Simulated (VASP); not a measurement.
Wanted: the native input for a VASP 6.6.1 run.

| Property | Result |
| --- | --- |
| Task | single point |
| Functional | PBE |
| Dispersion | D3(BJ) |
| Potentials or basis | VASP PAW PBE potentials, release 64 (B, N) |
| Cutoff | 520 eV |
| k mesh | 12 × 12 × 6 |
| Occupations | gaussian, width 0.05 eV |
| Spin | no spin polarisation |
| Dipole correction | no |
| Further INCAR settings | ALGO = Fast; EDIFF = 1e-06; NBANDS = 16 |

The structure of BN lies in POSCAR:

```
BN
1.0
    2.5416451421      0.0000000000      0.0000000000
   -1.2708225710      2.2011292604      0.0000000000
    0.0000000000      0.0000000000      4.2035728816
B N
2 2
Direct
    0.6666666667      0.3333333333      0.0002396181
    0.3333333333      0.6666666667      0.5002396181
    0.6666666667      0.3333333333      0.3747603819
    0.3333333333      0.6666666667      0.8747603819
```

Measurements of this composition are mostly on another form, of space group No. 194.

One way to write it, as run:

INCAR

```
PREC = Accurate
ENCUT = 520
EDIFF = 1E-6
ISMEAR = 0
SIGMA = 0.05
LREAL = F
LASPH = T
NELM = 80
ALGO = Fast
ISIF = 2
LWAVE = F
LCHARG = T
GGA = PE
IVDW = 12
LELF = T
LVHAR = T
NBANDS = 16
```

KPOINTS

```
Automatic mesh
0
Gamma
  12 12 6
```

Potentials or basis: VASP PAW PBE potentials, release 64 (B, N).

Command:

```sh
$ cat potpaw_PBE.64/B/POTCAR potpaw_PBE.64/N/POTCAR > POTCAR
$ mpirun -np 1 vasp_std > vasp.out
```

Results of the run:

| Property | Result |
| --- | --- |
| Pressure | 0.3 GPa |
| Band gap on the k mesh | 5.18 eV, indirect (least direct gap 8.31 eV) |
| Dispersion energy per atom | -0.210 eV |

Wall time 25 s on 1 thread of Intel(R) Xeon(R) Platinum 8488C (Sapphire Rapids) (shared host), peak memory 0.16 GiB.
